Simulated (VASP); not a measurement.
# InPd in VASP: relaxation of the atoms with RPBE

Aim: the relaxation of the atoms of InPd with RPBE.

Everything below comes from runs of VASP 6.6.1. Logs are shortened: lines on timing, memory, paths and dates and some standing lists are left out, and cuts for length are marked.

## (1) The cell of the first run

The cell holds a slab with vacuum, 8 atoms: a = 3.272 Å, b = 3.272 Å, c = 26.452 Å, α = 90.00°, β = 90.00°, γ = 90.00°.

## (2) Relaxation of the atoms, RPBE (the (1 0 0) slab of InPd, cut from the database cell, not relaxed)

INCAR reads:

```
ALGO = Fast ; DIPOL = 0.5 0.5 0.500
EDIFF = 1E-7 ; EDIFFG = -0.005
ENCUT = 520 ; GGA = RP
IBRION = 2 ; IDIPOL = 3
ISIF = 2 ; ISMEAR = 0
LASPH = T ; LCHARG = F
LDIPOL = T ; LREAL = F
LWAVE = F ; NELM = 80
NSW = 40 ; PREC = Accurate
SIGMA = 0.05
```

KPOINTS reads:

```
k-points
0
Gamma
  8 8 1
```

POSCAR reads:

```
InPd
1.0
    3.2718847800      0.0000000000      0.0000000000
    0.0000000000      3.2718847800      0.0000000000
    0.0000000000      0.0000000000     26.4515967300
Pd In
4 4
Selective dynamics
Direct
    0.5000000000      0.5000000000      0.2835367587  F F F
    0.5000000000      0.5000000000      0.4072300395  F F F
    0.5000000000      0.5000000000      0.5309233202  T T T
    0.5000000000      0.5000000000      0.6546166009  T T T
    0.0000000000      0.0000000000      0.3453833991  F F F
    0.0000000000      0.0000000000      0.4690766798  F F F
    0.0000000000      0.0000000000      0.5927699605  T T T
    0.0000000000      0.0000000000      0.7164632413  T T T
```

Potentials or basis: VASP PAW PBE potentials, release 64 (Pd, In_d).

Command:

```console
cat potpaw_PBE.64/Pd/POTCAR potpaw_PBE.64/In_d/POTCAR > POTCAR
mpirun -np 1 vasp_std > vasp.out
```

OUTCAR:

```text
EDIFF = 1E-7
   EDIFFG = -0.005
   ENCUT = 520
   GGA = RP
   IBRION = 2
   ISIF = 2
   ISMEAR = 0
   LASPH = T
   LREAL = F
   NELM = 80
   NSW = 40
   PREC = Accurate

 ion  position               nearest neighbor table
   1  0.500  0.500  0.284-   5 2.83   5 2.83   5 2.83   5 2.83   2 3.27
   2  0.500  0.500  0.407-   6 2.83   6 2.83   6 2.83   6 2.83   5 2.83   5 2.83   5 2.83   5 2.83
                             3 3.27   1 3.27
   3  0.500  0.500  0.531-   7 2.83   7 2.83   7 2.83   7 2.83   6 2.83   6 2.83   6 2.83   6 2.83
                             4 3.27   2 3.27
   4  0.500  0.500  0.655-   7 2.83   8 2.83   7 2.83   8 2.83   7 2.83   8 2.83   7 2.83   8 2.83
                             3 3.27
   5  0.000  0.000  0.345-   1 2.83   2 2.83   1 2.83   2 2.83   1 2.83   2 2.83   1 2.83   2 2.83
                             6 3.27
   6  0.000  0.000  0.469-   2 2.83   2 2.83   2 2.83   2 2.83   3 2.83   3 2.83   3 2.83   3 2.83
                             5 3.27   7 3.27
   7  0.000  0.000  0.593-   3 2.83   3 2.83   3 2.83   3 2.83   4 2.83   4 2.83   4 2.83   4 2.83
                             6 3.27   8 3.27
   8  0.000  0.000  0.716-   4 2.83   4 2.83   4 2.83   4 2.83   7 3.27

  LATTYP: Found a simple tetragonal cell.
 ALAT       =     3.2718847800
 C/A-ratio  =     8.0845135170

  Lattice vectors:

 A1 = (   3.2718847800,   0.0000000000,   0.0000000000)
 A2 = (   0.0000000000,   3.2718847800,   0.0000000000)
 A3 = (   0.0000000000,   0.0000000000,  26.4515967300)

Analysis of symmetry for initial positions (statically):
=====================================================================
 Subroutine PRICEL returns:
 Original cell was already a primitive cell.

 Routine SETGRP: Setting up the symmetry group for a
 simple tetragonal supercell.

 Subroutine GETGRP returns: Found  8 space group operations
 (whereof  8 operations were pure point group operations)
 out of a pool of 16 trial point group operations.

The static configuration has the point symmetry C_4v.

Analysis of symmetry for dynamics (positions and initial velocities):
=====================================================================
 Subroutine PRICEL returns:
 Original cell was already a primitive cell.

 Routine SETGRP: Setting up the symmetry group for a
 simple tetragonal supercell.

 Subroutine GETGRP returns: Found  8 space group operations
 (whereof  8 operations were pure point group operations)
 out of a pool of 16 trial point group operations.

The dynamic configuration has the point symmetry C_4v.

Analysis of constrained symmetry for selective dynamics:
=====================================================================
 Subroutine PRICEL returns:
 Original cell was already a primitive cell.

 Routine SETGRP: Setting up the symmetry group for a
 simple tetragonal supercell.

 Subroutine GETGRP returns: Found  8 space group operations
 (whereof  8 operations were pure point group operations)
 out of a pool of 16 trial point group operations.

The constrained configuration has the point symmetry C_4v.

 Subroutine INISYM returns: Found  8 space group operations
 (whereof  8 operations are pure point group operations),
 and found     1 'primitive' translations

----------------------------------------------------------------------------------------

                                     Primitive cell

  volume of cell :     283.1704

  direct lattice vectors                    reciprocal lattice vectors
     3.271884780  0.000000000  0.000000000     0.305634234  0.000000000  0.000000000
     0.000000000  3.271884780  0.000000000     0.000000000  0.305634234  0.000000000
     0.000000000  0.000000000 26.451596730     0.000000000  0.000000000  0.037804901

  length of vectors
     3.271884780  3.271884780 26.451596730     0.305634234  0.305634234  0.037804901

  position of ions in fractional coordinates (direct lattice)
     0.500000000  0.500000000  0.283536759
     0.500000000  0.500000000  0.407230039
[... 56 lines left out ...]
  0.375000  0.250000  0.000000      8.000000
  0.500000  0.250000  0.000000      4.000000
  0.375000  0.375000  0.000000      4.000000
  0.500000  0.375000  0.000000      4.000000
  0.500000  0.500000  0.000000      1.000000
   k-points           NKPTS =     15   k-points in BZ     NKDIM =     15   number of bands    NBANDS=     55
   number of dos      NEDOS =    301   number of ions     NIONS =      8
   total plane-waves  NPLWV = 115200
   dimension x,y,z NGX =    24 NGY =   24 NGZ =  200
   dimension x,y,z NGXF=    48 NGYF=   48 NGZF=  400
   ions per type =               4   4
   NGX,Y,Z   is equivalent  to a cutoff of  12.19, 12.19, 12.57 a.u.
   NGXF,Y,Z  is equivalent  to a cutoff of  24.39, 24.39, 25.14 a.u.
 SYSTEM =  unknown system
   PREC   = accura    normal or accurate (medium, high low for compatibility)
   ISTART =      0    job   : 0-new  1-cont  2-samecut
   ICHARG =      2    charge: 1-file 2-atom 10-const
   ISPIN  =      1    spin polarized calculation?
   LNONCOLLINEAR =      F non collinear calculations
   LSORBIT =      F    spin-orbit coupling
   LASPH  =      T    aspherical Exc in radial PAW
   ENCUT  =  520.0 eV  38.22 Ry    6.18 a.u.   6.08  6.08 49.18*2*pi/ulx,y,z
   NELM   =     80;   NELMIN=  2; NELMDL= -5     # of ELM steps
   EDIFF  = 0.1E-06   stopping-criterion for ELM
   LREAL  =      F    real-space projection
   EDIFFG = -.5E-02   stopping-criterion for IOM
   NSW    =     40    number of steps for IOM
   IBRION =      2    ionic relax: 0-MD 1-quasi-New 2-CG
   NFREE  =      1    steps in history (QN), initial steepest desc. (CG)
   ISIF   =      2    stress and relaxation
   ISYM   =      2    0-nonsym 1-usesym 2-fastsym
   POTIM  = 0.5000    time-step for ionic-motion
   TEBEG  =    0.0;   TEEND  =   0.0 temperature during run
   PSTRESS=    0.0 pullay stress
   NELECT =      92.0000    total number of electrons
   NUPDOWN=      -1.0000    fix difference up-down
   EMIN   =  10.00;   EMAX   =-10.00  energy-range for DOS
   EFERMI =   0.00;   METHOD = LEGACY
   ISMEAR =     0;   SIGMA  =   0.05  broadening in eV -4-tet -1-fermi 0-gaus
   EFERMI_NEDOS =   21; number of points for ismear=-14 and -15
   IALGO  =     68    algorithm
   IMIX   =      4    mixing-type and parameters
     AMIX     =   0.40;   BMIX     =  1.00
     AMIX_MAG =   1.60;   BMIX_MAG =  1.00
  volume/ion in A,a.u.               =      35.40       238.87
  Fermi-wavevector in a.u.,A,eV,Ry     =   1.125438  2.126769 17.233277  1.266610
  Thomas-Fermi vector in A             =   2.262115
   LORBIT       =      0    0 simple, 1 ext, 2 COOP (PROOUT), +10 PAW based schemes
   GGA     = RP    functional components
   LHFCALC =     F    Hartree Fock is set to
   AEXX    =    0.0000 exact exchange contribution
   IVDW    =     0    specifies the selected vdW correction
   LEPSILON=     F    determine dielectric tensor
   LRPA    =     F    only Hartree local field effects (RPA)
 conjugate gradient relaxation of ions
 non-spin polarized calculation
 RMM-DIIS sequential band-by-band and
 Gauss-broadening in eV      SIGMA  =   0.05
  energy-cutoff  :      520.00
  volume of cell :      283.17
 maximum number of plane-waves:      7704
   NGX = 13   NGY = 13   NGZ = 99

--------------------------------------- Ionic step        1  -------------------------------------------

 number of electron      91.9999980 magnetization

 Free energy of the ion-electron system (eV)
  ---------------------------------------------------
  ext. energy  EPLUGINS =         0.00000000
  ---------------------------------------------------
  free energy    TOTEN  =       -29.49685960 eV

  energy without entropy =      -29.49510966  energy(sigma->0) =      -29.49598463

------------------------ aborting loop because EDIFF is reached ----------------------------------------

  FORCE on cell =-STRESS in cart. coord.  units (eV):
  Direction    XX          YY          ZZ          XY          YZ          ZX
  --------------------------------------------------------------------------------------
  -------------------------------------------------------------------------------------
  Total        4.2805435      4.2805435      3.4655688      0.0000000      0.0000000      0.0000000
  in kB       24.2193008     24.2193008     19.6081767      0.0000000      0.0000000      0.0000000
  external PRESSURE =      22.6822595 kB  Pullay stress =       0.0000000 kB
[... 107 lines left out ...]
  FREE ENERGIE OF THE ION-ELECTRON SYSTEM (eV)
  ---------------------------------------------------
  free  energy   TOTEN  =       -29.5305675761 eV

  energy  without entropy=      -29.5284276794  energy(sigma->0) =      -29.52949763

 vacuum level on the upper side and lower side of the slab       (xc-potential included)        -0.439        -0.012

 dipolmoment           0.000000      0.000000      0.095459 electrons x Angstroem

[... ionic steps 4 to 12 ...]

--------------------------------------- Ionic step       13  -------------------------------------------

 number of electron      91.9999975 magnetization

------------------------ aborting loop because EDIFF is reached ----------------------------------------
[... 79 lines left out ...]
--------------------------------------- Ionic step       15  -------------------------------------------

 number of electron      91.9999974 magnetization

 dipolmoment           0.000000      0.000000     -0.025861 electrons x Angstroem

 Free energy of the ion-electron system (eV)
  ---------------------------------------------------
  ext. energy  EPLUGINS =         0.00000000
  ---------------------------------------------------
  free energy    TOTEN  =       -29.57067340 eV

  energy without entropy =      -29.56028840  energy(sigma->0) =      -29.56548090

 E-fermi :   3.0684     XC(G=0):  -6.8364

 val. band max:        3.0577914096   @ k =   0.5000   0.1250   0.0000
 cond. band min:       3.0739600464   @ k =   0.2500   0.1250   0.0000
 fundamental gap:      0.0161686369
 Fermi energy:         3.0684184712

 k-point     1 :       0.0000    0.0000    0.0000
  band No.  band energies     occupation
      1     -11.8519      2.00000
      2     -11.7510      2.00000
      3     -11.7216      2.00000
      4     -11.6905      2.00000
      5     -11.5632      2.00000
      6     -11.5316      2.00000
[... 859 lines left out ...]
     54       6.0712      0.00000
     55       6.5727      0.00000

------------------------ aborting loop because EDIFF is reached ----------------------------------------

 vacuum level on the upper side and lower side of the slab       (xc-potential included)        -0.317         0.138

  FORCE on cell =-STRESS in cart. coord.  units (eV):
  Direction    XX          YY          ZZ          XY          YZ          ZX
  --------------------------------------------------------------------------------------
  -------------------------------------------------------------------------------------
  Total        1.8711562      1.8711562      0.4977687      0.0000000     -0.0000000      0.0000000
  in kB       10.5869953     10.5869953      2.8163735      0.0000000     -0.0000000      0.0000000
  external PRESSURE =       7.9967880 kB  Pullay stress =       0.0000000 kB
[... 23 lines left out ...]
  FREE ENERGIE OF THE ION-ELECTRON SYSTEM (eV)
  ---------------------------------------------------
  free  energy   TOTEN  =       -29.5706733963 eV

  energy  without entropy=      -29.5602883982  energy(sigma->0) =      -29.56548090

 reached required accuracy - stopping structural energy minimisation

 vacuum level on the upper side and lower side of the slab         6.949         7.412
```

Wall time 31 min (1 thread of Intel Xeon 6975P-C (Granite Rapids), shared host); peak memory 0.47 GiB.

What came out:

```yaml
Free_energy: -29.5707 eV
Energy_gained_by_relaxing: 9.2 meV/atom
Ionic_steps: 15
Band_gap_on_the_k_mesh: none (metal or under the smearing width)
```

The path:
| step | energy change (eV) | largest force (eV/Å) | pressure (GPa) |
| --- | --- | --- | --- |
| 1 | 0.0000 | 1.1041 | 2.27 |
| 2 | -0.0123 | 1.0983 | 2.18 |
| 3 | -0.0337 | 1.0839 | 1.94 |
| 4 | -0.0363 | 1.0831 | 1.85 |
| 5 | -0.0432 | 1.0828 | 1.74 |
| 6 | -0.0503 | 1.0840 | 1.49 |
| 7 | -0.0567 | 1.0799 | 1.40 |
| 8 | -0.0692 | 1.0718 | 1.13 |
| 9 | -0.0686 | 1.0757 | 0.69 |
| 10 | -0.0726 | 1.0711 | 0.90 |
| 11 | -0.0737 | 1.0695 | 0.79 |
| 12 | -0.0738 | 1.0699 | 0.80 |
| 13 | -0.0738 | 1.0695 | 0.80 |
| 14 | -0.0738 | 1.0700 | 0.80 |
| 15 | -0.0738 | 1.0701 | 0.80 |

Final structure:
```
CELL_PARAMETERS angstrom
3.27188 0.00000 0.00000
0.00000 3.27188 0.00000
0.00000 0.00000 26.45160
ATOMIC_POSITIONS crystal
Pd 0.50000 0.50000 0.28354
Pd 0.50000 0.50000 0.40723
Pd 0.50000 0.50000 0.53247
Pd 0.50000 0.50000 0.66288
In 0.00000 0.00000 0.34538
In 0.00000 0.00000 0.46908
In 0.00000 0.00000 0.59950
In 0.00000 0.00000 0.72996
```

Levels at points of the mesh, in eV from the Fermi level:
| k point | band 44 | band 45 | band 46 | band 47 | band 48 | band 49 |
| --- | --- | --- | --- | --- | --- | --- |
| (0.00, 0.00, 0.00) | -1.24 | -1.15 | -0.83 | 0.16 | 1.61 | 3.08 |
| (0.50, 0.00, 0.00) | -1.35 | -1.00 | -0.80 | -0.64 | -0.58 | -0.39 |
| (0.50, 0.50, 0.00) | -0.11 | -0.11 | 0.56 | 1.19 | 1.41 | 1.41 |

Caveat: the PAW data sets were made with another functional, which shifts forces and pressure a little.
